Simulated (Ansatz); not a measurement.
The cell below belongs to a search over invented structures; it isn't taken from experiment.

Input and command of a plane-wave DFT calculation in Ansatz:

```yaml
crystal:
  lattice:
    - [1.96251423, 1.13305812, 16.02386158]
    - [-1.96251423, 1.13305812, 16.02386158]
    - [0.0, -2.26611624, 16.02386158]
  atoms:
    - { symbol: In, position: [0.4, 0.4, 0.4] }
    - { symbol: In, position: [0.0, 0.0, 0.0] }
    - { symbol: In, position: [0.6, 0.6, 0.6] }
    - { symbol: Ga, position: [0.2, 0.2, 0.2] }
    - { symbol: Ga, position: [0.8, 0.8, 0.8] }
    - { symbol: P, position: [0.7, 0.7, 0.7] }
    - { symbol: P, position: [0.3, 0.3, 0.3] }
    - { symbol: P, position: [0.9, 0.9, 0.9] }
    - { symbol: P, position: [0.5, 0.5, 0.5] }
    - { symbol: P, position: [0.1, 0.1, 0.1] }
basis:
  ecutwfc: 420
kpoints:
  mp_grid: { grid: [6, 6, 6] }
hamiltonian:
  xc: pbe
scf:
  occupations: { method: gaussian, width: 0.1 }
  lower_state_search: "off"
output:
  forces: true
  stress: true
  eigenvalues: true
relax:
  adjacent_minimum: "off"
  f_tol: 0.04
  max_steps: 70
  cell: { stress_tol: 0.4 }
```

```bash
ansatz run input.yaml --threads 4 --pin off --max-ram 8192MiB --backend cpu --events-out ev --progress --plain --runs-dir out
```

Processor: Intel(R) Xeon(R) Processor @ 2.50GHz (Skylake/Cascade Lake), 4 threads, on a host shared with other jobs.

How long does it run, and how much memory does it take?

About 91 s, peak memory 0.86 GiB. It solves 55 bands at 32 k points (after reduction by symmetry) with about 3851 plane waves (on the last cell), in 44 SCF iterations over 6 ionic steps.
